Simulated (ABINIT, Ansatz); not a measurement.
# A GW chain in ABINIT: RbCl (Fm-3m)

Aim: the G0W0 gap of RbCl (Fm-3m) on LDA, step by step.

Calculated with ABINIT 10.8.3; LDA and many-body steps on it, plane waves.

The database entry behind the starting cell differs from later determinations by our own check (about 0.5 % short), so it need not match the best structure at ambient conditions.

### Step 1. The starting structure

Symmetry: Fm-3m, No. 225, cubic system. The conventional cell has a = 6.548 Å, b = 6.548 Å, c = 6.548 Å, α = 90.00°, β = 90.00°, γ = 90.00°. Nearest to Rb lie 6 Cl at 3.27 Å. Cl has 6 Rb at 3.27 Å nearest. Farther neighbours and most contacts between anions are not listed.

The cell and positions come from the Crystallography Open Database and are kept as given unless a step says otherwise.

### Step 2. Ground state

This step: ABINIT 10.8.3; DFT, LDA, plane waves, norm-conserving pseudopotentials.

The ground-state density comes first.

run.abi reads:

```
acell 3*1.0 Angstrom
rprim 
  -0.000000000000 3.274000000000 3.274000000000
  3.274000000000 0.000000000000 3.274000000000
  3.274000000000 3.274000000000 -0.000000000000
ntypat 2
znucl 37 17
natom 2
typat 1 2
xred 
  0.000000000000 0.000000000000 0.000000000000
  0.500000000000 0.500000000000 0.500000000000
pp_dirpath "pseudos"
pseudos "Rb.upf, Cl.upf"
ecut 24
ngkpt 6 6 6
nshiftk 1
shiftk 0 0 0
kptopt 1
chksymbreak 0
nband 13
occopt 1
tolvrs 1e-10
nstep 60
prtwf 0
optforces 0
optstress 0
indata_prefix "in"
outdata_prefix "out"
tmpdata_prefix "tmp"
```

Started as:

```bash
$ OMP_NUM_THREADS=1 mpirun -n 4 abinit run.abi > log
```

Numbers of over 12 decimals in the logs are rounded to 6 here.

Log:

```text
.Version 10.8.3 of ABINIT. v10.8.2 released Aug 2026.

 Symmetries : space group Fm -3 m (#225); Bravais cF (face-center cubic)
================================================================================
 Values of the parameters that define the memory need of the present run
     intxc =       0    ionmov =       0      iscf =       7    lmnmax =       6
     lnmax =       6     mgfft =      40  mpssoang =       3    mqgrid =    3001
     natom =       2  nloc_mem =       1    nspden =       1   nspinor =       1
    nsppol =       1      nsym =      48    n1xccc =    2501    ntypat =       2
    occopt =       1   xclevel =       1
-    mband =          13        mffmem =           1         mkmem =           4
       mpw =        2683          nfft =       64000          nkpt =          16
================================================================================
  Rough estimation (10% accuracy) of disk space for files :
================================================================================

--------------------------------------------------------------------------------
------------- Echo of variables that govern the present computation ------------
--------------------------------------------------------------------------------
 -outvars: echo values of preprocessed input variables --------
            acell      1.8897261259E+00  1.8897261259E+00  1.8897261259E+00 Bohr

      chksymbreak           0
             ecut      2.40000000E+01 Hartree
-          fftalg         312

              ixc       -1012
              kpt      0.00000000E+00  0.00000000E+00  0.00000000E+00
                       1.66666667E-01  0.00000000E+00  0.00000000E+00
                       3.33333333E-01  0.00000000E+00  0.00000000E+00
                       5.00000000E-01  0.00000000E+00  0.00000000E+00
                       1.66666667E-01  1.66666667E-01  0.00000000E+00
                       3.33333333E-01  1.66666667E-01  0.00000000E+00
                       5.00000000E-01  1.66666667E-01  0.00000000E+00
                      -3.33333333E-01  1.66666667E-01  0.00000000E+00
                      -1.66666667E-01  1.66666667E-01  0.00000000E+00
   [... 5 further rows ...]
                      -3.33333333E-01  3.33333333E-01  1.66666667E-01
                      -3.33333333E-01  5.00000000E-01  1.66666667E-01
         kptrlatt        6    0    0      0    6    0      0    0    6
          kptrlen      5.24981248E+01
P           mkmem           4
            natom           2
            nband          13
            ngfft          40      40      40
             nkpt          16
            nstep          60
             nsym          48
           ntypat           2
              occ      2.000000  2.000000  2.000000  2.000000  2.000000  2.000000
                       2.000000  2.000000  0.000000  0.000000  0.000000  0.000000
                       0.000000
        optforces           0
        optstress           0
            prtwf           0
            rprim     -0.0000000000E+00  3.2740000000E+00  3.2740000000E+00
[...]
spgroup         225

           tolvrs      1.00000000E-10

             xred      0.0000000000E+00  0.0000000000E+00  0.0000000000E+00
[...]
znucl       37.00000   17.00000

================================================================================

 chkinp: Checking input parameters for consistency.

================================================================================
== DATASET  1 ==================================================================
-   mpi_nproc: 4, omp_nthreads: 1 (-1 if OMP is not activated)

--- !DatasetInfo
iteration_state: {dtset: 1, }
dimensions: {natom: 2, nkpt: 16, mband: 13, nsppol: 1, nspinor: 1, nspden: 1, mpw: 2683, }
cutoff_energies: {ecut:  24.0, pawecutdg:  -1.0, }
electrons: {nelect:   1.60000000E+01, charge:   0.00000000E+00, occopt:   1.00000000E+00, tsmear:   1.00000000E-02, }

 Real(R)+Recip(G) space primitive vectors, cartesian coordinates (Bohr,Bohr^-1):
 R(1)=  0.0000000  6.1869633  6.1869633  G(1)= -0.0808151  0.0808151  0.0808151
 R(2)=  6.1869633  0.0000000  6.1869633  G(2)=  0.0808151 -0.0808151  0.0808151
 R(3)=  6.1869633  6.1869633  0.0000000  G(3)=  0.0808151  0.0808151 -0.0808151
 Unit cell volume ucvol=  4.7365554E+02 bohr^3
 Angles (23,13,12)=  6.00000000E+01  6.00000000E+01  6.00000000E+01 degrees

 getcut: wavevector=  0.0000  0.0000  0.0000  ngfft=  40  40  40
         ecut(hartree)=     24.000   => boxcut(ratio)=   2.07299

--- Pseudopotential description ------------------------------------------------
- Rb Generated using ONCVPSP code by D. R. Hamann
- 37.00000   9.00000  180309                  znucl, zion, pspdat
12 -1012 2 -1 2226                            pspcod,pspxc,lmax,lloc,mmax
     nproj     2     2     2
  pspatm : epsatm=   34.43095479
         --- l  ekb(1:nproj) -->
[...]
pspatm: atomic psp has been read  and splines computed

- Cl Generated using ONCVPSP code by D. R. Hamann
- 17.00000   7.00000  180309                  znucl, zion, pspdat
12 -1012 2 -1 1016                            pspcod,pspxc,lmax,lloc,mmax
     nproj     2     2     2
  pspatm : epsatm=    8.88507506
         --- l  ekb(1:nproj) -->
[...]
2   -2.920207   -0.831515
 pspatm: atomic psp has been read  and splines computed

   6.93056478E+02                                ecore*ucvol(ha*bohr**3)
--------------------------------------------------------------------------------

_setup2: Arith. and geom. avg. npw (full set) are    2660.634    2660.619

================================================================================

--- !BeginCycle
iteration_state: {dtset: 1, }
solver: {iscf: 7, nstep: 60, nline: 4, wfoptalg: 0, }
tolerances: {tolvrs: 1.00E-10, }

     iter   Etot(hartree)      deltaE(h)  residm     vres2
 ETOT  1  -43.624585362381    -4.362E+01 2.396E-02 9.837E+01
 ETOT  2  -43.649243677423    -2.466E-02 6.687E-03 7.240E+00
 ETOT  3  -43.651392970346    -2.149E-03 4.685E-03 7.623E-01
 ETOT  4  -43.651484368947    -9.140E-05 8.762E-04 2.674E-03
 ETOT  5  -43.651484530210    -1.613E-07 4.154E-04 1.780E-04
 ETOT  6  -43.651484546652    -1.644E-08 1.322E-04 6.802E-06
 ETOT  7  -43.651484547195    -5.434E-10 9.170E-05 3.358E-07
 ETOT  8  -43.651484547218    -2.333E-11 7.793E-05 2.143E-09
 ETOT  9  -43.651484547220    -1.556E-12 6.776E-05 1.963E-11

 At SCF step    9       vres2   =  1.96E-11 < tolvrs=  1.00E-10 =>converged.

--- !ResultsGS
iteration_state: {dtset: 1, }
comment   : Summary of ground state results
lattice_vectors:
- [ -0.0000000,   6.1869633,   6.1869633, ]
- [  6.1869633,   0.0000000,   6.1869633, ]
- [  6.1869633,   6.1869633,  -0.0000000, ]
lattice_lengths: [   8.74969,    8.74969,    8.74969, ]
lattice_angles: [ 60.000,  60.000,  60.000, ] # degrees, (23, 13, 12)
lattice_volume:   4.7365554E+02
convergence: {deltae: -1.556E-12, res2:  1.963E-11, residm:  6.776E-05, diffor:  0.000E+00, }
etotal    :  -4.36514845E+01
entropy   :   0.00000000E+00
fermie    :  -5.92517221E-02
cartesian_stress_tensor: null
pressure_GPa: null
xred      :
- [  0.0000E+00,   0.0000E+00,   0.0000E+00, Rb]
- [  5.0000E-01,   5.0000E-01,   5.0000E-01, Cl]
cartesian_forces: null
force_length_stats: {min: null, max: null, mean: null, }

 Integrated electronic density in atomic spheres:
 ------------------------------------------------
 Atom  Sphere_radius  Integrated_density
    1        2.00000          6.01172284
    2        2.00000          5.04743339
================================================================================

 ----iterations are completed or convergence reached----

 Mean square residual over all n,k,spin=   51.396E-08; max=  67.764E-06
 reduced coordinates (array xred) for    2 atoms
       0.000000000000      0.000000000000      0.000000000000
       0.500000000000      0.500000000000      0.500000000000
 rms dE/dt=  0.0000E+00; max dE/dt=  0.0000E+00; dE/dt below (all hartree)
    1       0.000000000000      0.000000000000      0.000000000000
    2       0.000000000000      0.000000000000      0.000000000000

 cartesian coordinates (angstrom) at end:
    1      0.000000     0.000000     0.000000
    2      3.274000     3.274000     3.274000
 length scales=  1.889726125908  1.889726125908  1.889726125908 bohr
              =  1.000000000000  1.000000000000  1.000000000000 angstroms
 prteigrs : about to open file out_EIG
 Fermi (or HOMO) energy (hartree) =  -0.05925   Average Vxc (hartree)=  -0.29840
 Eigenvalues (hartree) for nkpt=  16  k points:
 kpt#   1, nband= 13, wtk=  0.00463, kpt=  0.0000  0.0000  0.0000 (reduced coord)
  -0.93497   -0.49804   -0.34860   -0.34860   -0.34860   -0.05925   -0.05925   -0.05925
   0.10961    0.22437    0.22437    0.22437    0.26264
 prteigrs : prtvol=0 or 1, do not print more k-points.

--- !EnergyTerms
iteration_state     : {dtset: 1, }
comment             : Components of total free energy in Hartree
kinetic             :  1.28551446947545E+01
hartree             :  7.77591042699986E+00
xc                  : -1.15134807934089E+01
Ewald energy        : -2.96324049971406E+01
psp_core            :  1.46320778815660E+00
local_psp           : -2.56623303888465E+01
non_local_psp       :  1.06246872226521E+00
total_energy        : -4.36514845472199E+01
total_energy_eV     : -1.18781740622487E+03
band_energy         : -5.40696724536359E+00

== END DATASET(S) ==============================================================
================================================================================

 -outvars: echo values of variables after computation  --------
           etotal     -4.3651484547E+01
            nband          13
             nkpt          16
          spgroup         225
 [... the other variables as echoed above ...]

 Calculation completed.
```

Elapsed: 5.5 s, on 4 MPI ranks of Arm Neoverse V2, shared host; peak memory 0.3 GiB; 21 s of CPU time.

This step gave:

* total energy: -1187.8174 eV
* gap: 4.595 eV
* k of the valence top: 0, 0, 0
* k of the conduction bottom: 0, 0, 0
* least direct gap: 4.595 eV

The gap is direct, at Γ.

### Step 3. Bands along the symmetry lines

The cheap functional maps the bands first; the places of the edges decide which points the dearer methods must see.

run.abi reads:

```
acell 3*1.0 Angstrom
rprim 
  -0.000000000000 3.274000000000 3.274000000000
  3.274000000000 0.000000000000 3.274000000000
  3.274000000000 3.274000000000 -0.000000000000
ntypat 2
znucl 37 17
natom 2
typat 1 2
xred 
  0.000000000000 0.000000000000 0.000000000000
  0.500000000000 0.500000000000 0.500000000000
pp_dirpath "pseudos"
pseudos "Rb.upf, Cl.upf"
ecut 24
iscf -2
irdden 1
kptopt 0
nkpt 50
kpt 
  0.00000000 0.00000000 0.00000000
  0.06250000 0.00000000 0.06250000
  0.12500000 0.00000000 0.12500000
  0.18750000 0.00000000 0.18750000
  0.25000000 0.00000000 0.25000000
  0.31250000 0.00000000 0.31250000
  0.37500000 0.00000000 0.37500000
  0.43750000 0.00000000 0.43750000
  0.50000000 0.00000000 0.50000000
  0.51562500 0.03125000 0.51562500
  0.53125000 0.06250000 0.53125000
  0.54687500 0.09375000 0.54687500
  0.56250000 0.12500000 0.56250000
  0.57812500 0.15625000 0.57812500
  0.59375000 0.18750000 0.59375000
  0.60937500 0.21875000 0.60937500
  0.62500000 0.25000000 0.62500000
  0.37500000 0.37500000 0.75000000
  0.32812500 0.32812500 0.65625000
  0.28125000 0.28125000 0.56250000
  0.23437500 0.23437500 0.46875000
  0.18750000 0.18750000 0.37500000
  0.14062500 0.14062500 0.28125000
  0.09375000 0.09375000 0.18750000
  0.04687500 0.04687500 0.09375000
  0.00000000 0.00000000 0.00000000
  0.06250000 0.06250000 0.06250000
  0.12500000 0.12500000 0.12500000
  0.18750000 0.18750000 0.18750000
  0.25000000 0.25000000 0.25000000
  0.31250000 0.31250000 0.31250000
  0.37500000 0.37500000 0.37500000
  0.43750000 0.43750000 0.43750000
  0.50000000 0.50000000 0.50000000
  0.50000000 0.46875000 0.53125000
  0.50000000 0.43750000 0.56250000
  0.50000000 0.40625000 0.59375000
  0.50000000 0.37500000 0.62500000
  0.50000000 0.34375000 0.65625000
  0.50000000 0.31250000 0.68750000
  0.50000000 0.28125000 0.71875000
  0.50000000 0.25000000 0.75000000
  0.50000000 0.21875000 0.71875000
  0.50000000 0.18750000 0.68750000
  0.50000000 0.15625000 0.65625000
  0.50000000 0.12500000 0.62500000
  0.50000000 0.09375000 0.59375000
  0.50000000 0.06250000 0.56250000
  0.50000000 0.03125000 0.53125000
  0.50000000 0.00000000 0.50000000
istwfk *1
nband 15
nbdbuf 2
tolwfr 1e-08
nstep 40
prtwf 0
prtvol 0
indata_prefix "in"
outdata_prefix "out"
tmpdata_prefix "tmp"
```

Log:

```text
.Version 10.8.3 of ABINIT. v10.8.2 released Aug 2026.

 Symmetries : space group Fm -3 m (#225); Bravais cF (face-center cubic)
[... echo of the input left out ...]
== DATASET  1 ==================================================================
-   mpi_nproc: 4, omp_nthreads: 1 (-1 if OMP is not activated)

--- !DatasetInfo
iteration_state: {dtset: 1, }
dimensions: {natom: 2, nkpt: 50, mband: 15, nsppol: 1, nspinor: 1, nspden: 1, mpw: 2698, }
cutoff_energies: {ecut:  24.0, pawecutdg:  -1.0, }
electrons: {nelect:   1.60000000E+01, charge:   0.00000000E+00, occopt:   1.00000000E+00, tsmear:   1.00000000E-02, }

 Real(R)+Recip(G) space primitive vectors, cartesian coordinates (Bohr,Bohr^-1):
 R(1)=  0.0000000  6.1869633  6.1869633  G(1)= -0.0808151  0.0808151  0.0808151
 R(2)=  6.1869633  0.0000000  6.1869633  G(2)=  0.0808151 -0.0808151  0.0808151
 R(3)=  6.1869633  6.1869633  0.0000000  G(3)=  0.0808151  0.0808151 -0.0808151
 Unit cell volume ucvol=  4.7365554E+02 bohr^3
 Angles (23,13,12)=  6.00000000E+01  6.00000000E+01  6.00000000E+01 degrees

 getcut: wavevector=  0.0000  0.0000  0.0000  ngfft=  40  40  40
         ecut(hartree)=     24.000   => boxcut(ratio)=   2.07299

--- Pseudopotential description ------------------------------------------------
- Rb Generated using ONCVPSP code by D. R. Hamann
- 37.00000   9.00000  180309                  znucl, zion, pspdat
12 -1012 2 -1 2226                            pspcod,pspxc,lmax,lloc,mmax
     nproj     2     2     2
  pspatm : epsatm=   34.43095479
         --- l  ekb(1:nproj) -->
             0    9.016699   -0.508289
             1    3.217695   -0.387021
             2    1.152608   -1.054299
 pspatm: atomic psp has been read  and splines computed

- Cl Generated using ONCVPSP code by D. R. Hamann
- 17.00000   7.00000  180309                  znucl, zion, pspdat
12 -1012 2 -1 1016                            pspcod,pspxc,lmax,lloc,mmax
     nproj     2     2     2
  pspatm : epsatm=    8.88507506
         --- l  ekb(1:nproj) -->
[...]
pspatm: atomic psp has been read  and splines computed

--------------------------------------------------------------------------------

================================================================================
 prteigrs : about to open file out_EIG
 Non-SCF case, kpt    1 (  0.00000  0.00000  0.00000), residuals and eigenvalues=
  3.47E-09  3.81E-09  4.22E-09  5.66E-09  9.19E-09  3.85E-09  5.97E-09  9.08E-09
  3.64E-09  6.19E-09  9.22E-09  7.84E-09  8.86E-09  3.20E-09  6.06E-09
 -9.3497E-01 -4.9804E-01 -3.4860E-01 -3.4860E-01 -3.4860E-01 -5.9252E-02
 -5.9252E-02 -5.9252E-02  1.0961E-01  2.2437E-01  2.2437E-01  2.2437E-01
[...]
Non-SCF case, kpt    2 (  0.06250  0.00000  0.06250), residuals and eigenvalues=
  3.34E-09  4.70E-09  2.47E-09  5.63E-09  3.55E-09  4.18E-09  3.12E-09  4.97E-09
[...]
5.72E-09  3.57E-09  3.83E-09  7.38E-09  5.36E-09  7.58E-09  1.89E-09  6.44E-09
  6.35E-09  6.02E-09  4.48E-09  8.79E-09  8.92E-09  3.92E-09  8.06E-09
[...]
Non-SCF case, kpt   49 (  0.50000  0.03125  0.53125), residuals and eigenvalues=
[...]
Non-SCF case, kpt   50 (  0.50000  0.00000  0.50000), residuals and eigenvalues=
[...]
-9.3412E-01 -4.9607E-01 -3.5944E-01 -3.5283E-01 -3.5283E-01 -7.1760E-02
 -6.3143E-02 -6.3143E-02  1.5536E-01  2.2607E-01  2.8464E-01  3.0510E-01
[...]
--- !ResultsGS
iteration_state: {dtset: 1, }
comment   : Summary of ground state results
lattice_vectors:
- [ -0.0000000,   6.1869633,   6.1869633, ]
- [  6.1869633,   0.0000000,   6.1869633, ]
- [  6.1869633,   6.1869633,  -0.0000000, ]
lattice_lengths: [   8.74969,    8.74969,    8.74969, ]
lattice_angles: [ 60.000,  60.000,  60.000, ] # degrees, (23, 13, 12)
lattice_volume:   4.7365554E+02
convergence: {deltae:  0.000E+00, res2:  0.000E+00, residm:  9.982E-09, diffor:  0.000E+00, }
etotal    :  -4.36514845E+01
entropy   :   0.00000000E+00
fermie    :  -5.92517221E-02
cartesian_stress_tensor: null
pressure_GPa: null
xred      :
- [  0.0000E+00,   0.0000E+00,   0.0000E+00, Rb]
- [  5.0000E-01,   5.0000E-01,   5.0000E-01, Cl]
cartesian_forces: null
force_length_stats: {min: null, max: null, mean: null, }

 Integrated electronic density in atomic spheres:
 ------------------------------------------------
 Atom  Sphere_radius  Integrated_density
[...]
================================================================================

 ----iterations are completed or convergence reached----

 Mean square residual over all n,k,spin=   58.326E-10; max=  99.821E-10
 reduced coordinates (array xred) for    2 atoms
       0.000000000000      0.000000000000      0.000000000000
       0.500000000000      0.500000000000      0.500000000000

 cartesian coordinates (angstrom) at end:
    1      0.000000     0.000000     0.000000
    2      3.274000     3.274000     3.274000
 length scales=  1.889726125908  1.889726125908  1.889726125908 bohr
              =  1.000000000000  1.000000000000  1.000000000000 angstroms
 prteigrs : about to open file out_EIG
 Eigenvalues (hartree) for nkpt=  50  k points:
 kpt#   1, nband= 15, wtk=  1.00000, kpt=  0.0000  0.0000  0.0000 (reduced coord)
[...]
kpt#   2, nband= 15, wtk=  1.00000, kpt=  0.0625  0.0000  0.0625 (reduced coord)
[...]
kpt#   3, nband= 15, wtk=  1.00000, kpt=  0.1250  0.0000  0.1250 (reduced coord)
[...]
kpt#  49, nband= 15, wtk=  1.00000, kpt=  0.5000  0.0313  0.5313 (reduced coord)
  -0.93412   -0.49613   -0.35938   -0.35289   -0.35265   -0.07172   -0.06370   -0.06328
   0.15634    0.22736    0.28279    0.30609    0.31550    0.36974    0.37040
 kpt#  50, nband= 15, wtk=  1.00000, kpt=  0.5000  0.0000  0.5000 (reduced coord)
  -0.93412   -0.49607   -0.35944   -0.35283   -0.35283   -0.07176   -0.06314   -0.06314
   0.15536    0.22607    0.28464    0.30510    0.31644    0.36966    0.36966

== END DATASET(S) ==============================================================
================================================================================

 -outvars: echo values of variables after computation  --------
            nband          15
             nkpt          50
          spgroup         225
 [... the other variables as echoed above ...]

 Calculation completed.
```

Elapsed: 9.2 s, on 4 MPI ranks; peak memory 0.29 GiB; 37 s of CPU time.

This step gave:

```
gap                        : 4.595 eV
k of the valence top       : 0, 0, 0
k of the conduction bottom : 0, 0, 0
least direct gap           : 4.595 eV
```

The gap is 4.595 eV, as in the run before at this level.

The electronic bands at the labelled points (eV, zero at the top of the highest filled band; v1 is the highest filled band, c1 the lowest empty one):

```
    point     v4     v3     v2     v1    c1    c2    c3     c4
        Γ  -7.87   0.00   0.00   0.00  4.59  7.72  7.72   7.72
  halfway  -7.89  -0.58  -0.07  -0.07  6.01  6.54  9.26   9.28
        X  -7.99  -0.34  -0.11  -0.11  5.84  7.76  9.36   9.91
  halfway  -7.97  -0.33  -0.21  -0.15  6.05  8.04  9.02  10.03
        U  -7.94  -0.44  -0.30  -0.24  6.60  8.39  8.79   9.54
jump to K  -7.94  -0.44  -0.30  -0.24  6.60  8.39  8.79   9.54
  halfway  -7.85  -0.66  -0.29  -0.12  6.31  7.28  8.57   9.30
        Γ  -7.87   0.00   0.00   0.00  4.59  7.72  7.72   7.72
  halfway  -7.86  -0.54  -0.19  -0.19  5.91  7.45  8.50   8.50
        L  -7.85  -0.96  -0.37  -0.37  7.38  7.69  9.98   9.98
  halfway  -7.87  -0.72  -0.32  -0.31  7.38  7.55  9.53   9.64
        W  -7.86  -0.49  -0.26  -0.26  7.34  7.34  9.06   9.17
  halfway  -7.92  -0.32  -0.30  -0.16  6.26  8.25  8.66   9.86
        X  -7.99  -0.34  -0.11  -0.11  5.84  7.76  9.36   9.91
```

(Continued in part 2 of 2.)

[Paths, hosts, dates, memory and timing lines, banners, echoed tables and standing remarks are left out of the program output.]

[Logs are printed without paths, hosts, clocks, repeated set-up lines and the standing remarks that a program may print on its own settings, such as how far it seeks lower states.]

[Runs of the session that timed out or met a known fault of the program may be left out.]

[Hosts, paths, dates, database ids (printed as entryN), source tags and the programs' standing remarks are cut or masked in the printed files.]

[G0W0 gaps are taken among the corrected bands and points alone; a level outside them can change the order at an edge.]

[Where Ansatz stands beside ABINIT at settings called matched, ABINIT's density can come from a denser mesh and the files from another edition; pairs whose starting gaps differed by over 0.03 eV were left out, so agreement reads better than it is.]
